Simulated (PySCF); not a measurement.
## Isomerisation enthalpies of C7H8O

**Measured values to compare with.**

CRC Handbook of Chemistry and Physics lists, for the gas at 298.15 K: enthalpy of formation of `Cc1ccccc1O` (o-cresol) -128.6 kJ/mol; enthalpy of formation of `Cc1ccc(O)cc1` (p-cresol) -125.4 kJ/mol; enthalpy of formation of `OCc1ccccc1` -100.4 kJ/mol; enthalpy of formation of `COc1ccccc1` (anisole) -67.9 kJ/mol.

The runs below try to reproduce these values; the comparison stands at the end.

Differences of these values give the isomerisation enthalpies. Geometries: PBE0-D3(BJ)/def2-SVP; runs in PySCF, gas phase, with a dispersion term only where the level names one. Total electronic energies (Eh):

| SMILES | PBE0-D3(BJ)/def2-SVP | PBE0/pcSseg-1 | PBE0/def2-SVPD |
| --- | --- | --- | --- |
| Cc1ccccc1O | -346.14944 | -346.34106 | -346.15428 |
| Cc1ccc(O)cc1 | -346.14802 | -346.34009 | -346.15308 |
| OCc1ccccc1 | -346.13565 | -346.32944 | -346.14145 |
| COc1ccccc1 | -346.12949 | -346.32209 | -346.13248 |

Geometry of `Cc1ccccc1O` (Å):
```
atom  x, y, z in Å
C1    -1.870   -0.978   -0.620
C2    -0.450   -0.594   -0.322
C3     0.617   -1.471   -0.537
C4     1.932   -1.103   -0.260
C5     2.193    0.171    0.243
C6     1.149    1.063    0.467
C7    -0.166    0.686    0.188
O8    -1.144    1.589    0.426
H9    -2.324   -0.322   -1.384
H10   -1.931   -2.006   -1.002
H11   -2.509   -0.931    0.281
H12    0.403   -2.468   -0.932
H13    2.747   -1.808   -0.436
H14    3.218    0.476    0.464
H15    1.328    2.066    0.860
H16   -1.995    1.206    0.188
```

Geometry of `Cc1ccc(O)cc1` (Å):
```
atom  x, y, z in Å
C1    -2.389   -0.095    0.345
C2    -0.901   -0.166    0.158
C3    -0.025    0.488    1.029
C4     1.355    0.451    0.842
C5     1.898   -0.253   -0.236
O6     3.227   -0.327   -0.467
C7     1.039   -0.918   -1.115
C8    -0.336   -0.869   -0.914
H9    -2.887   -1.000   -0.032
H10   -2.657    0.021    1.406
H11   -2.821    0.764   -0.196
H12   -0.428    1.043    1.882
H13    2.017    0.970    1.542
H14    3.693    0.171    0.213
H15    1.470   -1.471   -1.952
H16   -0.991   -1.398   -1.611
```

Geometry of `OCc1ccccc1` (Å):
```
atom  x, y, z in Å
O1    -2.5893   -1.1114   -0.5863
C2    -2.0408   -0.1774    0.3003
C3    -0.5488   -0.0022    0.1547
C4     0.2417   -1.0654   -0.2937
C5     1.6228   -0.9217   -0.4089
C6     2.2331    0.2861   -0.0732
C7     1.4518    1.3511    0.3742
C8     0.0701    1.2077    0.4830
H9    -2.3504   -0.8405   -1.4799
H10   -2.5333    0.8128    0.2229
H11   -2.2661   -0.5528    1.3136
H12   -0.2451   -2.0081   -0.5548
H13    2.2281   -1.7606   -0.7617
H14    3.3159    0.3994   -0.1646
H15    1.9212    2.3036    0.6323
H16   -0.5393    2.0505    0.8232
```

Geometry of `COc1ccccc1` (Å):
```
atom  x, y, z in Å
C1    -2.417    0.377    0.061
O2    -1.346   -0.328   -0.495
C3    -0.094   -0.058   -0.071
C4     0.931   -0.802   -0.673
C5     2.253   -0.595   -0.302
C6     2.577    0.353    0.673
C7     1.558    1.089    1.268
C8     0.223    0.893    0.906
H9    -3.328    0.003   -0.422
H10   -2.499    0.211    1.150
H11   -2.336    1.463   -0.124
H12    0.657   -1.537   -1.431
H13    3.042   -1.182   -0.779
H14    3.617    0.514    0.963
H15    1.795    1.834    2.031
H16   -0.556    1.484    1.388
```

Zero-point and thermal terms are left out, so the computed numbers are electronic energies.

**Comparison with experiment**

Relative to `Cc1ccccc1O`, the lowest by measurement, in kJ/mol (measured: enthalpies at 298.15 K; computed: electronic energies):

```
      SMILES  measured  PBE0-D3(BJ)/def2-SVP  PBE0/pcSseg-1  PBE0/def2-SVPD
  Cc1ccccc1O       0.0                   0.0            0.0             0.0
Cc1ccc(O)cc1       3.2                   3.7            2.5             3.2
  OCc1ccccc1      28.2                  36.2           30.5            33.7
  COc1ccccc1      60.7                  52.4           49.8            57.2
```

Measured values: -128.6 kJ/mol (298.15 K; CRC Handbook of Chemistry and Physics) for the first row; the others come from the same table. Mean unsigned miss over the other isomers: PBE0/def2-SVPD 3.0, PBE0/pcSseg-1 4.6, PBE0-D3(BJ)/def2-SVP 5.6 kJ/mol. One conformer stands for `Cc1ccccc1O` and `OCc1ccccc1`, not necessarily the lowest, while the measurement averages over conformers. Where a level misses, the cause wasn't examined.
